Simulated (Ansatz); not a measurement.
# Sb: the cost of one run

Program: Ansatz 0.2.0. Level of theory: DFT PBE, scalar-relativistic, plane waves, PAW. These are calculated values, not measurements.

## (1) Starting point

It takes space group P2_1/m (No. 11, monoclinic). Conventional cell: a = 4.528 Å, b = 4.421 Å, c = 6.500 Å, α = 90.00°, β = 101.72°, γ = 90.00°. Around Sb (site symmetry m) lie 3 Sb at 2.92 to 2.98 Å.

Structure file:

```cif
data_structure
_symmetry_space_group_name_H-M 'P 1'
_symmetry_Int_Tables_number 1
_cell_length_a 4.5277
_cell_length_b 4.4211
_cell_length_c 6.4999
_cell_angle_alpha 90.000
_cell_angle_beta 101.722
_cell_angle_gamma 90.000
_cell_volume 127.40
loop_
_atom_site_label
_atom_site_type_symbol
_atom_site_fract_x
_atom_site_fract_y
_atom_site_fract_z
_atom_site_occupancy
Sb1 Sb 0.66007 0.75000 0.31633 1
Sb2 Sb 0.06336 0.25000 0.23724 1
Sb3 Sb 0.93664 0.75000 0.76276 1
Sb4 Sb 0.33993 0.25000 0.68367 1
```

This is candidate A: structure listed in a database for this formula (P2_1/m, No. 11).

(A quick probe on a coarse mesh, which set the mesh and smearing, is not shown.)

## (3) The relaxation (candidate A)

Input file input.yaml:

```yaml
crystal:
  lattice:
    - [4.5277, 0.0, 0.0]
    - [0.0, 4.4211, 0.0]
    - [-1.320519, 0.0, 6.364348]
  atoms:
    - { symbol: Sb, position: [0.66007, 0.75, 0.31633] }
    - { symbol: Sb, position: [0.063362, 0.25, 0.237242] }
    - { symbol: Sb, position: [0.936638, 0.75, 0.762758] }
    - { symbol: Sb, position: [0.33993, 0.25, 0.68367] }
basis:
  ecutwfc: 420
kpoints:
  mp_grid: { grid: [10, 10, 8] }
hamiltonian:
  xc: pbe
scf:
  occupations: { method: gaussian, width: 0.1 }
output:
  forces: true
  stress: true
  eigenvalues: true
relax:
  adjacent_minimum: "off"
  f_tol: 0.01
  max_steps: 80
  cell: { stress_tol: 0.05 }
```

What time and memory should one allow on 1 thread of an x86-64 CPU, shared host?

About 6 min, with a peak of 1 GiB.
